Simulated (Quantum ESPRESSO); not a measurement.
# Ga (I4/mmm) in Quantum ESPRESSO: notebook, part 2 of 2

Quantum ESPRESSO 7.5. The steps go on from the part before.

## 3. Single point, LDA, 16.66 Å³/atom

Contents of pw.in:

```
&CONTROL
  calculation = 'scf'
  prefix = 'pwscf'
  outdir = './tmp'
  pseudo_dir = './pseudo'
  tprnfor = .true.
  tstress = .true.
  disk_io = 'nowf'
/
&SYSTEM
  ibrav = 0
  nat = 1
  ntyp = 1
  ecutwfc = 56
  ecutrho = 448
  nbnd = 16
  occupations = 'smearing'
  smearing = 'fd'
  degauss = 0.00367493
/
&ELECTRONS
  conv_thr = 2d-10
  electron_maxstep = 120
  mixing_beta = 0.5
/
ATOMIC_SPECIES
Ga    69.7230 ga_lda_v1.4.uspp.F.UPF
CELL_PARAMETERS angstrom
  -1.3561377546    1.3561377546    2.2640427644
   1.3561377546   -1.3561377546    2.2640427644
   1.3561377546    1.3561377546   -2.2640427644
ATOMIC_POSITIONS crystal
Ga     0.0000000000    0.0000000000    0.0000000000
K_POINTS automatic
13 13 13 0 0 0
```

Potentials or basis: GBRV 1.5 LDA.

Command:

```
OMP_NUM_THREADS=1 mpirun -n 2 pw.x -nk 2 -in pw.in > pw.out
```

pw.out:

```text
This program is part of the open-source Quantum ESPRESSO suite
     for quantum simulation of materials; please cite
         "P. Giannozzi et al., J. Phys.:Condens. Matter 21 395502 (2009);
         "P. Giannozzi et al., J. Phys.:Condens. Matter 29 465901 (2017);
         "P. Giannozzi et al., J. Chem. Phys. 152 154105 (2020);
     in publications or presentations arising from this work. More details at

     Message from routine setup:
     using ibrav=0 with symmetry is DISCOURAGED, use correct ibrav instead

     K-points division:     npool     =       2
     Subspace diagonalization in iterative solution of the eigenvalue problem:
     a serial algorithm will be used

     G-vector sticks info
     --------------------
     sticks:   dense  smooth     PW     G-vecs:    dense   smooth      PW
     Sum        1097     557    185                18021     6357    1251

     Using Slab Decomposition

[... 68 lines left out ...]

     iteration #  1     ecut=    56.00 Ry     beta= 0.50
     Davidson diagonalization with overlap
     ethr =  1.00E-02,  avg # of iterations =  5.8

     total energy              =    -410.69290255 Ry
     estimated scf accuracy    <       8.81793607 Ry
[... 57 lines left out ...]
     iteration # 10     ecut=    56.00 Ry     beta= 0.50
     Davidson diagonalization with overlap
     ethr =  2.46E-11,  avg # of iterations =  2.0

     End of self-consistent calculation

     Number of k-points >= 100: set verbosity='high' to print the bands.

     the Fermi energy is    12.6760 ev

!    total energy              =    -414.97231316 Ry
     estimated scf accuracy    <          1.9E-10 Ry
     smearing contrib. (-TS)   =      -0.00019685 Ry
     internal energy E=F+TS    =    -414.97211630 Ry

     The total energy is F=E-TS. E is the sum of the following terms:
     one-electron contribution =    -320.20942279 Ry
     hartree contribution      =     168.84045735 Ry
     xc contribution           =     -47.75149862 Ry
     ewald contribution        =    -215.85165224 Ry

     convergence has been achieved in  10 iterations

     Forces acting on atoms (cartesian axes, Ry/au):

     atom    1 type  1   force =     0.00000000    0.00000000    0.00000000

     Total force =     0.000000     Total SCF correction =     0.000000

     Computing stress (Cartesian axis) and pressure

          total   stress  (Ry/bohr**3)                   (kbar)     P=       16.31
   0.00011414  -0.00000000  -0.00000000           16.79       -0.00       -0.00
  -0.00000000   0.00011414  -0.00000000           -0.00       16.79       -0.00
   0.00000000   0.00000000   0.00010425            0.00        0.00       15.34

=------------------------------------------------------------------------------=
   JOB DONE.
=------------------------------------------------------------------------------=
```

Wall time 22 s (2 MPI ranks of Arm Neoverse V2, shared host); peak memory 0.2 GiB.

Results:

```
Free energy            : -5645.9859 eV
Pressure               : 1.6 GPa
Band gap on the k mesh : none (metal or under the smearing width)
```

## 4. Single point, LDA, 17.01 Å³/atom

Changes to pw.in since step 3:

```diff
@@ -28,5 +28,5 @@
 CELL_PARAMETERS angstrom
-  -1.3561377546    1.3561377546    2.2640427644
-   1.3561377546   -1.3561377546    2.2640427644
-   1.3561377546    1.3561377546   -2.2640427644
+  -1.3656883352    1.3656883352    2.2799872528
+   1.3656883352   -1.3656883352    2.2799872528
+   1.3656883352    1.3656883352   -2.2799872528
 ATOMIC_POSITIONS crystal
```

Command:

```
OMP_NUM_THREADS=1 mpirun -n 2 pw.x -nk 2 -in pw.in > pw.out
```

Wall time 23 s (2 MPI ranks of Arm Neoverse V2, shared host); peak memory 0.2 GiB.

The run converged. Its results:

| Property | Result |
| --- | --- |
| Free energy | -5645.9882 eV |
| Pressure | 0.1 GPa |
| Band gap on the k mesh | none (metal or under the smearing width) |

## 5. Single point, LDA, 17.36 Å³/atom

Changes to pw.in since step 4:

```diff
@@ -28,5 +28,5 @@
 CELL_PARAMETERS angstrom
-  -1.3656883352    1.3656883352    2.2799872528
-   1.3656883352   -1.3656883352    2.2799872528
-   1.3656883352    1.3656883352   -2.2799872528
+  -1.3751071731    1.3751071731    2.2957117997
+   1.3751071731   -1.3751071731    2.2957117997
+   1.3751071731    1.3751071731   -2.2957117997
 ATOMIC_POSITIONS crystal
```

Command:

```
OMP_NUM_THREADS=1 mpirun -n 2 pw.x -nk 2 -in pw.in > pw.out
```

Run time: 23 s. Hardware: 2 MPI ranks of Arm Neoverse V2, shared host; peak memory 0.2 GiB.

Results (log left out):

```yaml
Free_energy: -5645.9873 eV
Pressure: -1.2 GPa
Band_gap_on_the_k_mesh: none (metal or under the smearing width)
```

## 6. Single point, LDA, 17.72 Å³/atom

Changes to pw.in since step 5:

```diff
@@ -28,5 +28,5 @@
 CELL_PARAMETERS angstrom
-  -1.3751071731    1.3751071731    2.2957117997
-   1.3751071731   -1.3751071731    2.2957117997
-   1.3751071731    1.3751071731   -2.2957117997
+  -1.3843987196    1.3843987196    2.3112238365
+   1.3843987196   -1.3843987196    2.3112238365
+   1.3843987196    1.3843987196   -2.3112238365
 ATOMIC_POSITIONS crystal
```

Potentials or basis: GBRV 1.5 LDA.

Command:

```
OMP_NUM_THREADS=1 mpirun -n 2 pw.x -nk 2 -in pw.in > pw.out
```

Wall time 22 s (2 MPI ranks of Arm Neoverse V2, shared host); peak memory 0.2 GiB.

The run converged. Its results:

```yaml
Free_energy: -5645.9836 eV
Pressure: -2.4 GPa
Band_gap_on_the_k_mesh: none (metal or under the smearing width)
```

## 7. Single point, LDA, 18.07 Å³/atom

Changes to pw.in since step 6:

```diff
@@ -28,5 +28,5 @@
 CELL_PARAMETERS angstrom
-  -1.3843987196    1.3843987196    2.3112238365
-   1.3843987196   -1.3843987196    2.3112238365
-   1.3843987196    1.3843987196   -2.3112238365
+  -1.3935671902    1.3935671902    2.3265304007
+   1.3935671902   -1.3935671902    2.3265304007
+   1.3935671902    1.3935671902   -2.3265304007
 ATOMIC_POSITIONS crystal
```

Command:

```
OMP_NUM_THREADS=1 mpirun -n 2 pw.x -nk 2 -in pw.in > pw.out
```

It took 22 s on 2 MPI ranks of Arm Neoverse V2, shared host; peak memory 0.2 GiB.

The run converged. Its results:

```
Free energy            : -5645.9775 eV
Pressure               : -3.4 GPa
Band gap on the k mesh : none (metal or under the smearing width)
```

## 8. Single point, LDA, 18.43 Å³/atom

Changes to pw.in since step 7:

```diff
@@ -28,5 +28,5 @@
 CELL_PARAMETERS angstrom
-  -1.3935671902    1.3935671902    2.3265304007
-   1.3935671902   -1.3935671902    2.3265304007
-   1.3935671902    1.3935671902   -2.3265304007
+  -1.4026165814    1.4026165814    2.3416381643
+   1.4026165814   -1.4026165814    2.3416381643
+   1.4026165814    1.4026165814   -2.3416381643
 ATOMIC_POSITIONS crystal
```

Command:

```
OMP_NUM_THREADS=1 mpirun -n 2 pw.x -nk 2 -in pw.in > pw.out
```

Wall time 22 s (2 MPI ranks of Arm Neoverse V2, shared host); peak memory 0.2 GiB.

Results (log left out):

| Item | Value |
| --- | --- |
| Free energy | -5645.9692 eV |
| Pressure | -4.3 GPa |
| Band gap on the k mesh | none (metal or under the smearing width) |

## 9. Single point, LDA, 18.78 Å³/atom

Changes to pw.in since step 8:

```diff
@@ -28,5 +28,5 @@
 CELL_PARAMETERS angstrom
-  -1.4026165814    1.4026165814    2.3416381643
-   1.4026165814   -1.4026165814    2.3416381643
-   1.4026165814    1.4026165814   -2.3416381643
+  -1.4115506858    1.4115506858    2.3565534592
+   1.4115506858   -1.4115506858    2.3565534592
+   1.4115506858    1.4115506858   -2.3565534592
 ATOMIC_POSITIONS crystal
```

Potentials or basis: GBRV 1.5 LDA.

Command:

```
OMP_NUM_THREADS=1 mpirun -n 2 pw.x -nk 2 -in pw.in > pw.out
```

It took 23 s on 2 MPI ranks of Arm Neoverse V2, shared host; peak memory 0.2 GiB.

It converged, with:

```yaml
Free_energy: -5645.9592 eV
Pressure: -5.1 GPa
Band_gap_on_the_k_mesh: none (metal or under the smearing width)
```

## 10. Equation of state, LDA

No new run: the results of the series are fitted here.

Results:

```
Equilibrium volume                        : 17.08 Å³/atom
Bulk modulus at fixed shape and positions : 68 GPa
Pressure derivative of the bulk modulus   : 5.7
```

Energy against volume, from the lowest point:
| volume (Å³/atom) | energy (meV/atom) |
| --- | --- |
| 16.655 | 2.27 |
| 17.010 | 0.00 |
| 17.364 | 0.91 |
| 17.718 | 4.62 |
| 18.073 | 10.75 |
| 18.427 | 19.00 |
| 18.781 | 29.03 |

Caveat: the cell was scaled at fixed shape and fractional positions, which overstates the stiffness of a crystal with free parameters, most of all of layers and chains.
